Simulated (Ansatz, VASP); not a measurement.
NaCl in VASP and in Ansatz

```
Na Cl
1.0
     3.49876    0.00000    0.00000
     0.00000    3.49876    0.00000
     0.00000    0.00000    3.49876
Na Cl
1 1
Direct
  0.00000 0.00000 0.00000
  0.50000 0.50000 0.50000
```

Alike in both runs: task single point; functional PBEsol; k mesh 6 × 6 × 6; occupations gaussian, width 0.02 eV; no spin polarisation.

|  | VASP | Ansatz |
| --- | --- | --- |
| version | VASP 6.6.1 | Ansatz 0.2.0 |
| potentials or method | VASP PAW PBE potentials, release 64 (Na_pv, Cl) | scalar-relativistic, plane waves, PAW |
| plane-wave cutoff (eV) | 520 | 420 |
| valence electrons in the cell | 14 | 16 |

|  | VASP | Ansatz | Ansatz less VASP |
| --- | --- | --- | --- |
| gap on the k mesh at the Fermi level (eV) | 3.85 | 3.85 | +0.003 |
| least direct gap on the mesh (eV) | 4.35 | 4.35 | +0.003 |
| pressure (GPa) | -1.2 | -1.2 | 0.00 |

The two sets of potentials don't hold the same shells in valence.

Caveats: the PAW data sets were made with another functional, which shifts forces and pressure a little (VASP). A k mesh can miss the band edges.
